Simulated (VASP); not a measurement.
# H2 in VASP: further runs

The runs below take H2 through single point, with PBE+D3(BJ).

All numbers are computed with VASP 6.6.1; they aren't measurements. Logs are shortened: lines on timing, memory, paths and dates and some standing lists are left out, and cuts for length are marked.

### 1 The molecule as given

The cell holds a molecule in a box, 2 atoms: a = 11.172 Å, b = 11.672 Å, c = 12.172 Å, α = 90.00°, β = 90.00°, γ = 90.00°.

### 2 Single point, PBE+D3(BJ)

INCAR

```
SYSTEM = H
ALGO = Fast
EDIFF = 1E-6
ENCUT = 520
GGA = PE
ISIF = 2
ISMEAR = 0
ISYM = 0
IVDW = 12
LASPH = .TRUE.
LCHARG = .FALSE.
LREAL = .FALSE.
LWAVE = .FALSE.
NELM = 60
PREC = Accurate
SIGMA = 0.01
```

KPOINTS

```
k-points
0
G
  1 1 1
  0 0 0
```

POSCAR

```
H                                       
1.0
   11.1715072411      0.0000000000      0.0000000000
    0.0000000000     11.6715072411      0.0000000000
    0.0000000000      0.0000000000     12.1715072411
  H             
     2
Selective dynamics
Direct
     0.5029840055999983    0.4878045314999966    0.5275852130999965   F   F   F
     0.4972158830805482    0.5196554777098372    0.4742661171400267   T   T   T
```

Potentials or basis: VASP PAW PBE potentials, release 64 (H).

Started as:

```
> cat potpaw_PBE.64/H/POTCAR > POTCAR
> mpirun -np 4 vasp_gam > vasp.out
```

OUTCAR:

```text
SYSTEM = H
   EDIFF = 1E-6
   ENCUT = 520
   GGA = PE
   ISIF = 2
   ISMEAR = 0
   ISYM = 0
   IVDW = 12
   LASPH = .TRUE.
   LREAL = .FALSE.
   NELM = 60
   PREC = Accurate
 IVDW          = 12

 ion  position               nearest neighbor table
   1  0.503  0.488  0.528-   2 0.75
   2  0.497  0.520  0.474-   1 0.75

IMPORTANT INFORMATION: All symmetrisations will be switched off!
NOSYMM: (Re-)initialisation of all symmetry stuff for point group C_1.

----------------------------------------------------------------------------------------

                                     Primitive cell

  volume of cell :    1587.0225

  direct lattice vectors                    reciprocal lattice vectors
    11.171507241  0.000000000  0.000000000     0.089513436  0.000000000  0.000000000
     0.000000000 11.671507241  0.000000000     0.000000000  0.085678737  0.000000000
     0.000000000  0.000000000 12.171507241     0.000000000  0.000000000  0.082159093

  length of vectors
    11.171507241 11.671507241 12.171507241     0.089513436  0.085678737  0.082159093

  position of ions in fractional coordinates (direct lattice)
     0.502984006  0.487804531  0.527585213
     0.497215883  0.519655478  0.474266117

  ion indices of the primitive-cell ions
   primitive index   ion index
                 1           1
                 2           2

----------------------------------------------------------------------------------------

 KPOINTS: k-points

Automatic generation of k-mesh.
 Grid dimensions read from file:
 generate k-points for:    1    1    1

 Generating k-lattice:

  Cartesian coordinates                     Fractional coordinates (reciprocal lattice)
     0.089513436  0.000000000  0.000000000     1.000000000  0.000000000  0.000000000
     0.000000000  0.085678737  0.000000000     0.000000000  1.000000000  0.000000000
     0.000000000  0.000000000  0.082159093     0.000000000  0.000000000  1.000000000

  Length of vectors
     0.089513436  0.085678737  0.082159093

  Shift w.r.t. Gamma in fractional coordinates (k-lattice)
     0.000000000  0.000000000  0.000000000

 Subroutine IBZKPT returns following result:
 ===========================================

 Found      1 irreducible k-points:

 Following reciprocal coordinates:
            Coordinates               Weight
  0.000000  0.000000  0.000000      1.000000
   k-points           NKPTS =      1   k-points in BZ     NKDIM =      1   number of bands    NBANDS=      8
   number of dos      NEDOS =    301   number of ions     NIONS =      2
   total plane-waves  NPLWV = 725760
   dimension x,y,z NGX =    84 NGY =   90 NGZ =   96
   dimension x,y,z NGXF=   168 NGYF=  180 NGZF=  192
   ions per type =               2
   NGX,Y,Z   is equivalent  to a cutoff of  12.50, 12.82, 13.11 a.u.
   NGXF,Y,Z  is equivalent  to a cutoff of  25.00, 25.64, 26.22 a.u.
 SYSTEM =  H
   PREC   = accura    normal or accurate (medium, high low for compatibility)
   ISTART =      0    job   : 0-new  1-cont  2-samecut
   ICHARG =      2    charge: 1-file 2-atom 10-const
   ISPIN  =      1    spin polarized calculation?
   LNONCOLLINEAR =      F non collinear calculations
   LSORBIT =      F    spin-orbit coupling
   LASPH  =      T    aspherical Exc in radial PAW
   ENCUT  =  520.0 eV  38.22 Ry    6.18 a.u.  20.77 21.70 22.63*2*pi/ulx,y,z
   NELM   =     60;   NELMIN=  2; NELMDL= -5     # of ELM steps
   EDIFF  = 0.1E-05   stopping-criterion for ELM
   LREAL  =      F    real-space projection
   EDIFFG = 0.1E-04   stopping-criterion for IOM
   NSW    =      0    number of steps for IOM
   IBRION =     -1    ionic relax: 0-MD 1-quasi-New 2-CG
   NFREE  =      0    steps in history (QN), initial steepest desc. (CG)
   ISIF   =      2    stress and relaxation
   ISYM   =      0    0-nonsym 1-usesym 2-fastsym
   POTIM  = 0.5000    time-step for ionic-motion
   TEBEG  =    0.0;   TEEND  =   0.0 temperature during run
   PSTRESS=    0.0 pullay stress
   NELECT =       2.0000    total number of electrons
   NUPDOWN=      -1.0000    fix difference up-down
   EMIN   =  10.00;   EMAX   =-10.00  energy-range for DOS
   EFERMI =   0.00;   METHOD = LEGACY
   ISMEAR =     0;   SIGMA  =   0.01  broadening in eV -4-tet -1-fermi 0-gaus
   EFERMI_NEDOS =   21; number of points for ismear=-14 and -15
   IALGO  =     68    algorithm
   IMIX   =      4    mixing-type and parameters
     AMIX     =   0.40;   BMIX     =  1.00
     AMIX_MAG =   1.60;   BMIX_MAG =  1.00
  volume/ion in A,a.u.               =     793.51      5354.88
  Fermi-wavevector in a.u.,A,eV,Ry     =   0.176830  0.334161  0.425441  0.031269
  Thomas-Fermi vector in A             =   0.896670
   LORBIT       =      0    0 simple, 1 ext, 2 COOP (PROOUT), +10 PAW based schemes
   GGA     = PE    functional components
   LHFCALC =     F    Hartree Fock is set to
   AEXX    =    0.0000 exact exchange contribution
   IVDW    =    12    specifies the selected vdW correction
   LEPSILON=     F    determine dielectric tensor
   LRPA    =     F    only Hartree local field effects (RPA)
 non-spin polarized calculation
 RMM-DIIS sequential band-by-band and
 Gauss-broadening in eV      SIGMA  =   0.01
  energy-cutoff  :      520.00
  volume of cell :     1587.02
 maximum number of plane-waves:     21356
 NGX is ok and might be reduce to    84
   NGX = 41   NGY = 43   NGZ = 45

 number of electron       2.0000001 magnetization

 Free energy of the ion-electron system (eV)
  ---------------------------------------------------
  ext. energy  EPLUGINS =         0.00000000
  ---------------------------------------------------
  free energy    TOTEN  =        -6.77237082 eV

  energy without entropy =       -6.77237082  energy(sigma->0) =       -6.77237082

 E-fermi : -10.2459     XC(G=0):  -0.2628

 val. band max:      -10.3133824465   @ k =   0.0000   0.0000   0.0000
 cond. band min:      -0.1349685274   @ k =   0.0000   0.0000   0.0000
 fundamental gap:     10.1784139191
 Fermi energy:       -10.2458666145

 k-point     1 :       0.0000    0.0000    0.0000
  band No.  band energies     occupation
      1     -10.3134      2.00000
      2      -0.1350      0.00000
      3       0.2716      0.00000
      4       0.7308      0.00000
      5       0.8144      0.00000
      6       0.8849      0.00000
      7       1.0041      0.00000
      8       1.0977      0.00000

------------------------ aborting loop because EDIFF is reached ----------------------------------------

 Edisp (eV)   -0.00252

 E8    (eV) :    -0.0005

  FORCE on cell =-STRESS in cart. coord.  units (eV):
  Direction    XX          YY          ZZ          XY          YZ          ZX
  --------------------------------------------------------------------------------------
  -------------------------------------------------------------------------------------
  Total      -0.02788    -0.03423    -0.04695     0.00108     0.01105    -0.00193
  in kB      -0.02815    -0.03456    -0.04740     0.00109     0.01115    -0.00195
  external pressure =       -0.04 kB  Pullay stress =        0.00 kB

 VOLUME and BASIS-vectors are now :
 -----------------------------------------------------------------------------
  energy-cutoff  :      520.00
  volume of cell :     1587.02
      direct lattice vectors                 reciprocal lattice vectors
    11.171507241  0.000000000  0.000000000     0.089513436  0.000000000  0.000000000
     0.000000000 11.671507241  0.000000000     0.000000000  0.085678737  0.000000000
     0.000000000  0.000000000 12.171507241     0.000000000  0.000000000  0.082159093

 POSITION                                       TOTAL-FORCE (eV/Angst)
 -----------------------------------------------------------------------------------
      5.61909      5.69341      6.42151        -0.002091      0.012022     -0.021293
      5.55465      6.06516      5.77253         0.002091     -0.012022      0.021293
 -----------------------------------------------------------------------------------
    total drift:                               -0.000008     -0.000039     -0.000055

  FREE ENERGIE OF THE ION-ELECTRON SYSTEM (eV)
  ---------------------------------------------------
  free  energy   TOTEN  =        -6.7748895792 eV

  energy  without entropy=       -6.7748895792  energy(sigma->0) =       -6.77488958
```

Wall time 16 s (4 MPI ranks of AMD EPYC 9R45 (Zen 5), shared host); peak memory 0.42 GiB.

Results:

* Free energy: -6.7749 eV
* Largest force: 0.025 eV/Å
* Gap between the frontier levels: 10.18 eV
* Dispersion energy per atom: -0.001 eV

Forces on the atoms (eV/Å):
```
H   -0.002  0.012 -0.021
H    0.002 -0.012  0.021
```

### 3 Single point, PBE+D3(BJ)

Changes to INCAR since step 2:

```diff
@@ -3,3 +3,3 @@
 EDIFF = 1E-6
-ENCUT = 520
+ENCUT = 250
 GGA = PE
```

KPOINTS is that of step 2.

POSCAR is that of step 2.

Potentials or basis: VASP PAW PBE potentials, release 64 (H).

Started as:

```
> cat potpaw_PBE.64/H/POTCAR > POTCAR
> mpirun -np 4 vasp_gam > vasp.out
```

Wall time 5.3 s (4 MPI ranks of AMD EPYC 9R45 (Zen 5), shared host); peak memory 0.19 GiB.

It converged, with:

```yaml
Free_energy: -6.6981 eV
Largest_force: 0.024 eV/Å
Gap_between_the_frontier_levels: 10.13 eV
Dispersion_energy_per_atom: -0.001 eV
```

Forces in eV/Å, atoms in the order of the input:
```
H   -0.003  0.015 -0.018
H    0.003 -0.015  0.018
```

Levels at points of the mesh, in eV from the valence-band top:
```csv
k point,band 1,band 2,band 3,band 4
"(0.00, 0.00, 0.00)",0.00,10.13,10.54,10.99
```

Caveat: the cutoff is under 1.25 times the usual one of these potentials, so pressure, stress and relaxed cells hold a basis-set (Pulay) error. Expect the measured gap to be larger: semilocal functionals such as PBE lack the derivative discontinuity.
